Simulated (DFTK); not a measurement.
Ir: single point with PBE

The system is Ir.

```
Ir
1.0
     0.00000    1.91560    1.91560
     1.91560    0.00000    1.91560
     1.91560    1.91560    0.00000
Ir
1
Direct
  0.00000 0.00000 0.00000
```

```json
{
 "Program": "DFTK 0.8.2",
 "Task": "single point",
 "Functional": "PBE",
 "Potentials or basis": "dojo.nc.sr.pbe.v0_5.stringent.upf (PBE)",
 "Cutoff": "925 eV",
 "k mesh": "12 × 12 × 12",
 "Occupations": "fermi-dirac, width 0.05 eV",
 "Spin": "no spin polarisation"
}
```

| Property | Result |
| --- | --- |
| Pressure | 10.3 GPa |
| Band gap on the k mesh | none (metal or under the smearing width) |

Levels at points of the mesh, in eV from the Fermi level:
```
             k point  band 4  band 5  band 6  band 7  band 8  band 9  band 10  band 11  band 12  band 13
  (0.00, 0.00, 0.00)  -49.47  -11.23   -3.96   -3.96   -3.96   -1.24    -1.24    13.56    19.10    19.10
 (-0.50, 0.00, 0.00)  -49.59   -8.20   -4.06   -4.06   -0.83    0.88     0.88     7.30    13.22    19.12
(-0.50, -0.50, 0.00)  -49.77   -8.03   -7.44    0.85    1.47    1.47     1.63    10.57    11.47    11.47
```

It took 120 s on 1 thread of Intel(R) Xeon(R) Platinum 8259CL CPU @ 2.50GHz (Skylake/Cascade Lake), on a shared host, peak memory 1.5 GiB.

The run has no spin-orbit coupling, so splittings on Ir are missing.
